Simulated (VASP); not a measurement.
**SnO₂ in VASP 6.6.1, single-point calculation**

INCAR

```
ISIF = 2
PREC = Accurate
EDIFF = 1E-7
LREAL = .FALSE.
IBRION = -1
LCHARG = .FALSE.
ALGO = Normal
NBANDS = 20
ISMEAR = 1
LASPH = .TRUE.
ENCUT = 520
METAGGA = R2SCAN
LWAVE = .FALSE.
NELM = 97
NSW = 0
SIGMA = 3
```

KPOINTS

```
KPOINTS created by Atomic Simulation Environment
0
Gamma
8 8 8
0 0 0
```

POSCAR

```
Sn O
 1.0000000000000000
     0.0000000000000000    2.4321282923999998    2.4321282923999998
     2.4321282923999998    0.0000000000000000    2.4321282923999998
     2.4321282923999998    2.4321282923999998    0.0000000000000000
 Sn  O
   1   2
Cartesian
  0.0000000000000000  0.0000000000000000  0.0000000000000000
  1.2160641461999999  1.2160641461999999  1.2160641461999999
  3.6481924385999998  3.6481924385999998  3.6481924385999998
```

The recommended PBE PAW datasets give the neutral cell 26 valence electrons.

Command

```
mpirun -np 1 vasp_std
```

OSZICAR

```
N       E                     dE             d eps       ncg     rms          rms(c)
DAV:   1     0.213095163127E+03    0.21310E+03   -0.13846E+04  1324   0.216E+03
DAV:   2    -0.269546403561E+02   -0.24005E+03   -0.22734E+03  1252   0.515E+02
DAV:   3    -0.496216758484E+02   -0.22667E+02   -0.22432E+02  1340   0.134E+02
DAV:   4    -0.501639192943E+02   -0.54224E+00   -0.54180E+00  1336   0.212E+01
DAV:   5    -0.501758689739E+02   -0.11950E-01   -0.11949E-01  1464   0.321E+00    0.119E+01
DAV:   6    -0.404649953114E+02    0.97109E+01   -0.63141E+00  1712   0.604E+01    0.524E+00
DAV:   7    -0.405407318626E+02   -0.75737E-01   -0.16124E+00  1488   0.135E+01    0.271E+00
DAV:   8    -0.405754200637E+02   -0.34688E-01   -0.21374E-01  1748   0.873E+00    0.737E-01
DAV:   9    -0.405616539100E+02    0.13766E-01   -0.65835E-02  1792   0.514E+00    0.106E-01
DAV:  10    -0.405621640529E+02   -0.51014E-03   -0.64815E-03  1292   0.676E-01    0.927E-02
DAV:  11    -0.405621739763E+02   -0.99234E-05   -0.13068E-03  1480   0.341E-01    0.553E-02
DAV:  12    -0.405621432663E+02    0.30710E-04   -0.82939E-05  1456   0.904E-02    0.261E-02
DAV:  13    -0.405621326567E+02    0.10610E-04   -0.51091E-05  1296   0.594E-02    0.346E-03
DAV:  14    -0.405621324543E+02    0.20237E-06   -0.15140E-06  1424   0.185E-02    0.855E-04
DAV:  15    -0.405621325265E+02   -0.72199E-07   -0.20434E-07  1024   0.431E-03
   1 F= -.40562133E+02 E0= -.40937180E+02  d E =0.112514E+01
```

It converged. Results: gap between bands v and c on the k mesh 2.22 eV; least direct gap on the k mesh 3.95 eV; pressure 35.1 GPa. Band v is the last that the valence electrons fill when counted band by band, and c is the next.

Why shouldn't this run be trusted?

Smearing far too wide. On sound settings r²SCAN gives a gap of 2.23 eV on its mesh and a pressure of 39.4 GPa for the intended cell. This run's energy (σ→0) differs from it by 36 meV an atom.
